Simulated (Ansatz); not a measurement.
**CuI: band structure with PBEsol**

Crystal: CuI.

```
I Cu
1.0
     4.09020    0.00000    0.00000
     0.00000    4.09020    0.00000
     0.00000    0.00000    6.55146
I Cu
2 2
Direct
  0.00000 0.50000 0.74303
  0.50000 0.00000 0.25697
  0.00000 0.00000 0.00000
  0.50000 0.50000 0.00000
```

Measurements of this composition are mostly on another form, of space group No. 216.

```yaml
Program: Ansatz 0.2.0
Task: band structure
Functional: PBEsol
Potentials_or_basis: all-electron LAPW, inner shells corrected to Dirac's equation
Cutoff: 255 eV (chosen from the basis error)
Basis_error_allowed: 0.002 eV/atom
k_mesh: 7 × 7 × 4
Occupations: fermi-dirac, width 0.05 eV
Spin: no spin polarisation
```

The pressure is -1.6 GPa and the largest force is 0.232 eV/Å. The band gap on the k mesh is 1.49 eV, direct and the band gap along the path is 1.49 eV, direct.

Forces in eV/Å, atoms in the order of the input:
```
I    0.000  0.000  0.232
I    0.000  0.000 -0.232
Cu   0.000  0.000  0.000
Cu   0.000  0.000  0.000
```

Stress tensor (GPa, compression positive):
```
-1.79  0.00  0.00
 0.00 -1.79  0.00
 0.00  0.00 -1.37
```

Levels at the corners of the path, in eV from the valence-band top:
```tsv
point	band 41	band 42	band 43	band 44	band 45	band 46	band 47	band 48
Γ	-1.15	-0.80	0.00	0.00	1.49	3.00	3.28	4.94
X	-1.10	-1.10	-0.47	-0.47	3.56	3.56	4.90	4.90
M	-1.67	-1.67	-1.07	-1.07	2.61	2.61	2.77	2.77
Γ	-1.15	-0.80	0.00	0.00	1.49	3.00	3.28	4.94
Z	-1.29	-1.15	-0.28	-0.28	3.18	3.18	3.39	4.36
R	-0.74	-0.74	-0.44	-0.44	2.22	2.22	5.09	5.09
A	-1.67	-1.67	-0.99	-0.99	3.99	3.99	4.04	4.04
Z	-1.29	-1.15	-0.28	-0.28	3.18	3.18	3.39	4.36
```

It took 17 s on 2 threads of Intel(R) Xeon(R) 6975P-C (Granite Rapids), with other jobs on the host, peak memory 0.55 GiB.

Caveat: spin-orbit coupling is left out, which moves the levels of the heavy elements; this functional lacks dispersion, which binds the layers, so the pressure and a relaxed spacing across them are unreliable.
